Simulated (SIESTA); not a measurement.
The system is GaSb.

```
CELL_PARAMETERS angstrom
0.00000 3.05900 3.05900
3.05900 0.00000 3.05900
3.05900 3.05900 0.00000
ATOMIC_POSITIONS crystal
Sb 0.75000 0.75000 0.75000
Ga 0.00000 0.00000 0.00000
```

Base run:

```yaml
Program: SIESTA 5.4.2
Functional: PBE
Potentials_or_basis: PseudoDojo 0.4 standard (PBE files)
Basis: SZ (energy shift 0.003 Ry)
Grid_cutoff: 800 Ry
Energy_shift: 0.003 Ry
k_mesh: 8 × 8 × 8
Occupations: fermi-dirac, width 0.05 eV
Spin: no spin polarisation
```

Its results: band gap on the k mesh 0.19 eV, direct; pressure 5.7 GPa.

**Question.** The run is repeated on the same cell with these changes: basis from SZ (energy shift 0.003 Ry) to DZ (energy shift 0.003 Ry; two zetas on semicore shells). What comes out?

**Answer.** Band gap on the k mesh 0.12 eV, direct; pressure 2.1 GPa.

Caveats: the basis has no polarisation orbitals; spin-orbit coupling is left out, which moves the levels of the heavy elements; the basis of atomic orbitals isn't converged, which shifts pressures, moduli and gaps.
